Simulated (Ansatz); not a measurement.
Theory: DFT PBE, scalar-relativistic, plane waves, PAW (Ansatz 0.2.0). All cells share a 420 eV cutoff and Γ-centred k meshes spaced at most about 0.3 Å⁻¹ (about 0.25 or finer for metals, 2π included). No spin polarisation.

Each guess is relaxed in cell and atoms at zero pressure, on a coarse mesh first where it starts far from rest and then on a converged one. The steps can't lower the symmetry of the start, but it can rise. Energies are static (0 K, no zero-point motion).

Two unrelaxed guesses for TaAs:

A.

```
Ta As
1.0
     4.41398    0.00000    0.00000
     0.00000    4.41398    0.00000
     0.00000    0.00000    6.24231
Ta As
2 2
Direct
  0.00000 0.00000 0.00000
  0.50000 0.50000 0.00000
  0.50000 0.00000 0.75000
  0.00000 0.50000 0.25000
```

B.

```
Ta As
1.0
     3.88146    0.00000    0.00000
    -1.94073    3.36144    0.00000
     0.00000    0.00000    5.85044
Ta As
2 2
Cartesian
  0.0000 2.2410 4.3878
  1.9407 1.1205 1.4626
  0.0000 0.0000 1.4626
  0.0000 0.0000 4.3878
```

Problem. Which guess leads to the lower structure, and by how much?

Solution. A ends lower, by 0.67 eV/atom. A: P4/nmm at 30.4 Å³/atom → P4/nmm (anti-litharge type) at 26.4 Å³/atom; B: P6_3/mmc at 19.1 Å³/atom → P6_3/mmc at 21.6 Å³/atom. Counting As atoms around Ta (those within 1.25 times the shortest such distance or 1.15 times the sum of covalent radii, 1.27 where that leaves under three), the end of A has Ta 4 and the end of B has Ta 3. End of A. Conventional cell: a = 4.182 Å, c = 6.043 Å. Around Ta lie 4 As at 2.60 Å and 4 Ta at 2.96 Å; around As lie 4 Ta at 2.60 Å. End of B. Conventional cell: a = 4.323 Å, c = 5.327 Å. Ta is surrounded by 3 As at 2.50 Å; As is surrounded by 3 Ta at 2.50 Å and 2 As at 2.66 Å.

Ends held by symmetry can be saddle points. Neither end is the lowest form computed: that has space group I4_1md (No. 109), is reached from a Materials Project cell and lies 0.65 eV/atom below the better end. Even the lowest of the cells shown lies +0.10 eV/atom against the elements. No dispersion correction is applied, so the spacing and binding between layers, chains or molecules are poorly described (P4/nmm), and this can change margins and order among such cells. Spin–orbit coupling, which can matter for Ta, is left out. Some candidate types were left out of the draw beforehand, so a known form may be missing.
